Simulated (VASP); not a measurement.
# CdTe (F-43m) in VASP: further runs, part 2 of 2

VASP 6.6.1.

## 4. Relaxation of cell and atoms, PBE

File INCAR:

```
PREC = Accurate
ENCUT = 600
EDIFF = 1E-6
ISMEAR = 0
SIGMA = 0.03
LREAL = F
LASPH = T
NELM = 80
ALGO = Normal
ISIF = 3
LWAVE = F
LCHARG = F
GGA = PE
IBRION = 2
NSW = 90
EDIFFG = -0.01
KPAR = 2
```

File KPOINTS:

```
Automatic mesh
0
Gamma
  8 8 8
```

File POSCAR:

```
CdTe
1.0
    0.0000000000      3.2050000000      3.2050000000
    3.2050000000      0.0000000000      3.2050000000
    3.2050000000      3.2050000000      0.0000000000
Cd Te
1 1
Direct
    0.0000000000      0.0000000000      0.0000000000
    0.2500000000      0.2500000000      0.2500000000
```

Potentials or basis: VASP PAW PBE potentials, release 64 (Cd, Te).

The run is started by

```console
$ cat potpaw_PBE.64/Cd/POTCAR potpaw_PBE.64/Te/POTCAR > POTCAR
$ mpirun -np 2 vasp_std > vasp.out
```

OUTCAR:

```text
PREC = Accurate
   ENCUT = 600
   EDIFF = 1E-6
   ISMEAR = 0
   LREAL = F
   LASPH = T
   NELM = 80
   ISIF = 3
   GGA = PE
   IBRION = 2
   NSW = 90
   EDIFFG = -0.01

 ion  position               nearest neighbor table
   1  0.000  0.000  0.000-   2 2.78   2 2.78   2 2.78   2 2.78
   2  0.250  0.250  0.250-   1 2.78   1 2.78   1 2.78   1 2.78

  LATTYP: Found a face centered cubic cell.
 ALAT       =     6.4100000000

  Lattice vectors:

 A1 = (   0.0000000000,   3.2050000000,   3.2050000000)
 A2 = (   3.2050000000,   0.0000000000,   3.2050000000)
 A3 = (   3.2050000000,   3.2050000000,   0.0000000000)

Analysis of symmetry for initial positions (statically):
=====================================================================
 Subroutine PRICEL returns:
 Original cell was already a primitive cell.

 Routine SETGRP: Setting up the symmetry group for a
 face centered cubic supercell.

 Subroutine GETGRP returns: Found 24 space group operations
 (whereof 24 operations were pure point group operations)
 out of a pool of 48 trial point group operations.

The static configuration has the point symmetry T_d .

Analysis of symmetry for dynamics (positions and initial velocities):
=====================================================================
[... 233 lines left out ...]

 Free energy of the ion-electron system (eV)
  ---------------------------------------------------
  ext. energy  EPLUGINS =         0.00000000
  ---------------------------------------------------
  free energy    TOTEN  =        -4.81039512 eV

  energy without entropy =       -4.81039512  energy(sigma->0) =       -4.81039512

 E-fermi :   1.9272     XC(G=0):  -8.3005

 val. band max:        1.7821063611   @ k =   0.0000   0.0000   0.0000
 cond. band min:       2.3593917222   @ k =   0.0000   0.0000   0.0000
 fundamental gap:      0.5772853611
 Fermi energy:         1.9272421104

 k-point     1 :       0.0000    0.0000    0.0000
  band No.  band energies     occupation
      1      -9.0423      2.00000
      2      -6.3030      2.00000
      3      -6.3030      2.00000
      4      -6.3030      2.00000
      5      -6.0874      2.00000
      6      -6.0874      2.00000
      7       1.7821      2.00000
      8       1.7821      2.00000
      9       1.7821      2.00000
     10       2.3594      0.00000
     11       6.4219      0.00000
     12       6.4219      0.00000
     13       6.4219      0.00000
[... 354 lines left out ...]
  band No.  band energies     occupation
      1      -8.6530      2.00000
      2      -6.2295      2.00000
      3      -6.2197      2.00000
      4      -6.0993      2.00000
      5      -6.0824      2.00000
      6      -5.7046      2.00000
      7      -2.1321      2.00000
      8      -0.0698      2.00000
      9       0.6648      2.00000
     10       4.8713      0.00000
     11       6.4431      0.00000
     12       7.6614      0.00000
     13       8.7970      0.00000

 [... further k-points ...]

------------------------ aborting loop because EDIFF is reached ----------------------------------------

  FORCE on cell =-STRESS in cart. coord.  units (eV):
  Direction    XX          YY          ZZ          XY          YZ          ZX
  --------------------------------------------------------------------------------------
  -------------------------------------------------------------------------------------
  Total        0.0087919      0.0087919      0.0087919      0.0000000      0.0000000      0.0000000
  in kB        0.1940122      0.1940122      0.1940122      0.0000000      0.0000000      0.0000000
  external PRESSURE =       0.1940122 kB  Pullay stress =       0.0000000 kB
[... 17 lines left out ...]
  FREE ENERGIE OF THE ION-ELECTRON SYSTEM (eV)
  ---------------------------------------------------
  free  energy   TOTEN  =        -4.8103951157 eV

  energy  without entropy=       -4.8103951157  energy(sigma->0) =       -4.81039512

 reached required accuracy - stopping structural energy minimisation
```

OSZICAR:

```text
N       E                     dE             d eps       ncg     rms          rms(c)
DAV:   1     0.109067163721E+03    0.10907E+03   -0.89877E+03   770   0.134E+03
DAV:   2    -0.542283575526E+00   -0.10961E+03   -0.10543E+03   839   0.288E+02
DAV:   3    -0.491260216642E+01   -0.43703E+01   -0.43608E+01   909   0.598E+01
[... 28 lines left out ...]
DAV:   5    -0.481037809499E+01    0.62979E-04   -0.32356E-04   817   0.230E-01    0.975E-02
DAV:   6    -0.481039719691E+01   -0.19102E-04   -0.10731E-04   799   0.110E-01    0.312E-02
DAV:   7    -0.481039378233E+01    0.34146E-05   -0.59739E-06   849   0.279E-02    0.776E-03
DAV:   8    -0.481039506411E+01   -0.12818E-05   -0.21904E-06   780   0.106E-02    0.197E-03
DAV:   9    -0.481039511567E+01   -0.51566E-07   -0.76365E-08   447   0.340E-03
   3 F= -.48103951E+01 E0= -.48103951E+01  d E =-.839501E-01
```

Run time: 19 s. Hardware: 2 MPI ranks of Intel Xeon 6975P-C (Granite Rapids), shared host; peak memory 0.23 GiB.

What came out:

```yaml
Free_energy: -4.8104 eV
Relaxed_volume: 36.30 Å³/atom
Relaxed_cell: a = 4.683 Å, b = 4.683 Å, c = 4.683 Å, α = 60.00°, β = 60.00°, γ = 60.00°
Space_group_after_relaxing_to_0.05_Å: F-43m (No. 216)
Energy_gained_by_relaxing: 42.0 meV/atom
Ionic_steps: 3
Pressure_after_relaxing: 0.0 GPa
Band_gap_on_the_k_mesh: 0.58 eV, direct
```

Step by step:
| step | energy change (eV) | largest force (eV/Å) | pressure (GPa) | volume (Å³) |
| --- | --- | --- | --- | --- |
| 1 | 0.0000 | 0.0000 | 4.35 | 65.84 |
| 2 | -0.0777 | 0.0000 | -0.93 | 74.74 |
| 3 | -0.0840 | 0.0000 | 0.02 | 72.60 |

Final structure:
```xyz
2
Lattice="0.0000 3.3111 3.3111 3.3111 0.0000 3.3111 3.3111 3.3111 0.0000" Properties=species:S:1:pos:R:3 pbc="T T T"
Cd    0.0000    0.0000    0.0000
Te    1.6556    1.6556    1.6556
```

Levels at points of the mesh, in eV from the valence-band top:
| k point | band 5 | band 6 | band 7 | band 8 | band 9 | band 10 | band 11 | band 12 | band 13 |
| --- | --- | --- | --- | --- | --- | --- | --- | --- | --- |
| (0.00, 0.00, 0.00) | -7.87 | -7.87 | 0.00 | 0.00 | 0.00 | 0.58 | 4.64 | 4.64 | 4.64 |
| (0.50, 0.00, 0.00) | -7.86 | -7.57 | -4.07 | -0.68 | -0.68 | 1.75 | 5.21 | 5.21 | 7.01 |
| (0.50, 0.50, 0.00) | -7.84 | -7.45 | -4.00 | -1.65 | -1.65 | 2.67 | 2.74 | 8.50 | 8.80 |

Caveat: spin-orbit coupling is left out, which moves the levels of the heavy elements; the volume moved by +10 % from the deposited cell, more than functionals usually miss. Zero-point motion and thermal expansion aren't in these numbers.
